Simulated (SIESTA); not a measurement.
The system is ZnS (Wurtzite-2H).

```xyz
4
Lattice="3.8110 0.0000 0.0000 -1.9055 3.3004 0.0000 0.0000 0.0000 6.2340" Properties=species:S:1:pos:R:3 pbc="T T T"
Zn    1.9055    1.1001    3.1170
Zn    0.0000    2.2003    0.0000
S     1.9055    1.1001    5.5171
S     0.0000    2.2003    2.4001
```

Base run:

- Program: SIESTA 5.4.2
- Functional: PBE
- Potentials or basis: PseudoDojo 0.4 standard (PBE files)
- Basis: TZDP (energy shift 0.002 Ry)
- Grid cutoff: 800 Ry
- Energy shift: 0.002 Ry
- k mesh: 8 × 8 × 5
- Occupations: fermi-dirac, width 0.05 eV
- Spin: no spin polarisation

Its results: band gap on the k mesh 2.67 eV, direct; pressure 2.5 GPa; largest force 0.331 eV/Å.

Question: The run is repeated on the same cell with these changes: basis from TZDP (energy shift 0.002 Ry) to TZP (energy shift 0.01 Ry); energy shift from 0.002 Ry to 0.01 Ry. What comes out?

Answer: Band gap on the k mesh 2.52 eV, direct; pressure 0.8 GPa; largest force 0.358 eV/Å.

Caveats: semicore shells carry a single zeta, which can move pressures by several GPa and volumes by a few percent; the valence orbitals were made in a potential fitted to the semicore shell under them, which widens gaps by tenths of an eV or more; the basis of atomic orbitals isn't converged, which shifts pressures, moduli and gaps.

Not every run made on this cell is shown here.
